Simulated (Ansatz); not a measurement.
# Al2Ru: a hydrostatic pressure series

The task here is to estimate one member of a computed series from the others.

Program: Ansatz 0.2.0. Level of theory: DFT PBEsol, scalar-relativistic, plane waves, PAW. These are calculated values, not measurements.

1 further run of the same task is left out (set aside as unsound or not needed).

### The starting structure

The structure is tetragonal, space group I4/mmm (No. 139). The conventional cell has a = 3.121 Å, b = 3.121 Å, c = 8.423 Å, α = 90.00°, β = 90.00°, γ = 90.00°. Around Al (site symmetry 4mm) lie 5 Ru at 2.58 to 2.87 Å and 5 Al at 2.68 to 2.69 Å. Ru (site symmetry 4/mmm) has 10 Al at 2.58 to 2.87 Å in its first shell of neighbours.

As a file:

```
CELL_PARAMETERS angstrom
-1.56068 1.56068 4.21155
1.56068 -1.56068 4.21155
1.56068 1.56068 -4.21155
ATOMIC_POSITIONS crystal
Al 0.65908 0.65908 0.00000
Al 0.34092 0.34092 0.00000
Ru 0.00000 0.00000 0.00000
```

It goes back to an entry of the Materials Project, which need not be the stable form.

This cell was relaxed beforehand with the same method: volume 13.68 Å³/atom, gap on the mesh none (metal).

The first run:

Input file input.yaml:

```yaml
crystal:
  lattice:
    - [-1.5657629158, 1.5657629158, 4.2252715254]
    - [1.5657629158, -1.5657629158, 4.2252715254]
    - [1.5657629158, 1.5657629158, -4.2252715254]
  atoms:
    - { symbol: Al, position: [0.6590760826, 0.6590760826, 0.0] }
    - { symbol: Al, position: [0.3409239174, 0.3409239174, 0.0] }
    - { symbol: Ru, position: [0.0, 0.0, 0.0] }
basis:
  ecutwfc: 420
kpoints:
  mp_grid: { grid: [18, 18, 18] }
hamiltonian:
  xc: pbesol
scf:
  occupations: { method: gaussian, width: 0.1 }
output:
  forces: true
  stress: true
  eigenvalues: true
relax:
  adjacent_minimum: "off"
  f_tol: 0.008
  max_steps: 50
  cell: { stress_tol: 0.08, p_target: -1.0 }
```

On the command line:

```bash
ansatz run input.yaml --threads 1 --pin off --max-ram 2560MiB --backend cpu --events-out ev --progress --plain --runs-dir out
```

Steps of the session up to this table: Relaxing at -1 GPa; Relaxing at 1 GPa; 4 GPa; Relaxing at 12 GPa; Relaxing at 25 GPa; 50 GPa; Relaxing at 90 GPa.

One table of the session follows, with a row left open; its other results are not shown here.

Lengths are those of the vectors of the cell that was run:

```
P (GPa)  V (Å³/atom)  a (Å)  b (Å)  c (Å)  ΔH (eV/atom)
     -1        13.75  4.764  4.764  4.764        -0.086
      0        13.68  4.755  4.755  4.755         0.000
      1        13.60  4.746  4.746  4.746         0.085
      4        13.39  4.719  4.719  4.719         0.338
     12        12.89  4.659  4.659  4.659         0.993
     25            ?      ?      ?      ?             ?
     50        11.35  4.465  4.465  4.465         3.849
     90        10.36  4.336  4.336  4.336         6.550
```

**Question.** Estimate the row for P (GPa) = 25.

Worked estimate for «V (Å³/atom)». A straight line through the neighbours (12, 12.89) and (50, 11.35) gives 12.89 + (11.35 − 12.89) × (25 − 12) / (50 − 12) = 12.36; a parabola fitted to 4 rows on both sides gives 12.31.

As computed: V (Å³/atom): 12.25; a (Å): 4.579; b (Å): 4.579; c (Å): 4.579; ΔH (eV/atom): 2.012. In «V (Å³/atom)» the line misses by +0.11 and the parabola by +0.06.

ΔH is E + PV over the energy at zero pressure; a, b and c are the vectors of the computed cell. 
